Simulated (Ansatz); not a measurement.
The guess for Co was made by a generator: random cell by space group and Wyckoff sites (Pm-3m, No. 221). Lengths were set from tabulated atomic sizes, so they are only a guess.

```
CELL_PARAMETERS angstrom
3.78220 0.00000 0.00000
0.00000 3.78220 0.00000
0.00000 0.00000 3.78220
ATOMIC_POSITIONS crystal
Co 0.50000 0.00000 0.00000
Co 0.00000 0.50000 0.00000
Co 0.00000 0.00000 0.50000
```

These are results of DFT PBE, scalar-relativistic, plane waves, PAW in Ansatz 0.2.0, not measurements. Cutoff 420 eV, Gaussian smearing, Γ-centred meshes. Cell and atoms relax first on a coarse mesh and then on a finer one. In between, the cell is made exact in the group found at 0.06 Å. In metals the finer mesh still leaves noise of several meV/atom or more. The steps can't lower the symmetry of their start. Collinear spin, starting moments Co 3.0 (×3) μB.

A guess keeps its type if space group and coordination stay and the shape of the cell changes little (axis ratios within about 15 %, angles within 6°); the volume may change.

Question: Does this structure survive the relaxation?

Answer: It keeps its type: symmetry leaves only the cell edge free. The symmetry stays Pm-3m (No. 221). The volume per atom shrinks by 26.7 %, from 18.0 to 13.2 Å³. The shortest distance goes from 2.67 Å (Co–Co) to 2.41 Å (Co–Co). Counting neighbours within 15 % of an atom's shortest distance, the start has Co 8 and the end Co 8.

Energies count from the standard state of Co at the same level.

Question: At what energy does it end?

Answer: +0.62 eV/atom. It lies above the standard state, so it could only be metastable.

The last run used collinear spin, a 14×14×14 mesh for its 3-atom cell and Gaussian smearing of 0.10 eV. The magnetic state reached may not be the lowest. A structure relaxed within its symmetry needn't be a true minimum.
